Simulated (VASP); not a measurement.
```yaml
crystal:
  lattice:
    - [1.33346, -2.30963, 0.00000]
    - [1.33346, 2.30963, 0.00000]
    - [0.00000, 0.00000, 4.32986]
  atoms:
    - { symbol: Be, position: [0.66667, 0.33333, 0.50006] }
    - { symbol: Be, position: [0.33333, 0.66667, 0.00006] }
    - { symbol: O, position: [0.66667, 0.33333, 0.87794] }
    - { symbol: O, position: [0.33333, 0.66667, 0.37794] }
```

Computed with LDA (Ceperley-Alder, Perdew-Zunger), VASP's LDA PAW potentials (set 64) (plane waves; VASP 6.6.1). Numerical set-up: 520 eV cut-off, Gaussian smearing of 0.050 eV, potentials Be O.

**Question.** Give the energies of bands 3 to 10 at the high-symmetry points, in eV from the valence-band maximum.

**Answer.** 
```json
[
 {"band": "3", "Γ": "-6.56", "M": "-6.04", "K": "-5.92", "A": "-3.52", "L": "-5.78", "H": "-4.72"},
 {"band": "4", "Γ": "-1.07", "M": "-4.26", "K": "-3.84", "A": "-3.52", "L": "-5.78", "H": "-4.72"},
 {"band": "5", "Γ": "-1.07", "M": "-3.54", "K": "-3.84", "A": "-0.57", "L": "-1.99", "H": "-4.57"},
 {"band": "6", "Γ": "-0.04", "M": "-2.81", "K": "-3.08", "A": "-0.57", "L": "-1.99", "H": "-4.57"},
 {"band": "7", "Γ": "-0.04", "M": "-2.10", "K": "-2.50", "A": "-0.57", "L": "-1.82", "H": "-1.35"},
 {"band": "8", "Γ": "0.00", "M": "-0.99", "K": "-2.50", "A": "-0.57", "L": "-1.82", "H": "-1.35"},
 {"band": "9", "Γ": "7.92", "M": "9.67", "K": "8.86", "A": "10.09", "L": "8.95", "H": "11.57"},
 {"band": "10", "Γ": "11.82", "M": "10.14", "K": "12.86", "A": "10.09", "L": "8.95", "H": "11.57"}
]
```

The gap is direct, 7.92 eV, from the valence maximum at Γ to the conduction minimum at Γ.

The compound is BeO in the wurtzite structure. It was relaxed first.
